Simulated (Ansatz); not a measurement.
Results of dielectric-dependent PBE hybrid (Ansatz, a quantum-chemistry and plane-wave program, plane waves, PAW) for fluorite SrF2.

The run printed, among other lines:

```
WARN output.stress: scf.exx.energy_threshold = 1e-6 eV is looser than the 3e-8 eV advised for a stress under a hybrid functional (1e-8 eV for each atom of the …
Crystal: 3 atoms, lattice volume = 48.768 Å³
Basis set: ecut = 460 eV, 1067 PW (Γ), exchange–correlation on 60×60×60 points (8 copies of the dense FFT grid, shifted against one another)
Bands: 16, of which v1, the nominal top of the filled ones, is band 12 counted from 1 (11 counted from 0)
Symmetry: 48 space group operations
Space group: Fm-3m (ITA 225), of the structure as read, at distance tolerance 3.7e-5 Å
k-points: 29 of 512
SCF iter   1: F=—  HF=-5167.202602 eV  |F-HF|=—  |Δ(HF+E_count)|=         —  Δρ=1.84e-3  dr2=9.59e-4
SCF iter   2: F=-5167.202559 eV  HF=-5167.202530 eV  |F-HF|=2.98e-5  |Δ(HF+E_count)|=   7.21e-5  Δρ=6.77e-4  dr2=9.61e-5
Crystal: 3 atoms, lattice volume = 48.768 Å³
Initial density: handed on by an earlier stage of this run
Functional: x = 0.5543361239065615 pbe(κ = 0.804, μ = 0.2195149727645171) + 0.4456638760934385 exact, c = pbe(β = 0.06672455060314922)
  ...
Crystal: 3 atoms, lattice volume = 48.768 Å³
SCF 3 converged in 8 iterations: F = -5171.513937 eV  dr2 = 9.26e-11
Crystal: 3 atoms, lattice volume = 48.768 Å³
SCF iter   3: F=—  HF=-5171.513939 eV  |F-HF|=—  |Δ(HF+E_count)|=  5.77e-10  Δρ=3.76e-7  dr2=3.93e-10
SCF iter   4: F=-5171.513939 eV  HF=-5171.513939 eV  |F-HF|=3.46e-11  |Δ(HF+E_count)|=   1.70e-9  Δρ=3.31e-7  dr2=4.83e-11
SCF 4 converged in 4 iterations: F = -5171.513939 eV  dr2 = 4.83e-11
Free energy (F): -5171.513939 eV
Internal energy: -5171.513939 eV  (E = F + TS)
E sigma→0 (E₀):  -5171.513939 eV
Fermi energy:    5.448731 eV
--- Forces (eV/Å), atoms counted from 1 ---
  atom   1  Sr     0.00000000    -0.00000000     0.00000000
  atom   2  F     -0.00000000    -0.00000000    -0.00000000
  atom   3  F     -0.00000000    -0.00000000     0.00000000
--- Stress (GPa, compression-positive) ---
       -1.069611       0.000000       0.000000
        0.000000      -1.069611       0.000000
       -0.000000      -0.000000      -1.069611
  P = ⅓ Tr σ = -1.0696 GPa (-10.696 kbar)
```

Problem. Write an input file that could have produced this run (the log leaves some choices open).

Solution. One answer among several that fit: 
Ansatz 0.2 input:
```yaml
crystal:
  lattice:
    - [-2.8998, -2.8998, 0.0]
    - [-2.8998, 0.0, -2.8998]
    - [0.0, -2.8998, -2.8998]
  atoms:
    - { symbol: Sr, position: [0.0, 0.0, 0.0] }
    - { symbol: F, position: [0.25, 0.25, 0.25] }
    - { symbol: F, position: [0.75, 0.75, 0.75] }
basis:
  ecutwfc: 460
  ecutrho_ratio: 4
  xc_grid: 2
kpoints:
  mp_grid: { grid: [8, 8, 8] }
hamiltonian:
  xc:
    exchange: pbe
    correlation: pbe
    exx: { coeff: inverse_dielectric }
  dispersion: none
  pseudopotentials: { kind: paw }
scf:
  occupations: { method: fermi_dirac, width: 0.01 }
  convergence: { dr2_threshold: 0.0000000003 }
output:
  forces: true
  stress: true
  eigenvalues: true
```

The PAW data were made under PBE.

Note: cell and atoms aren't relaxed at this level (pressure -1.1 GPa).
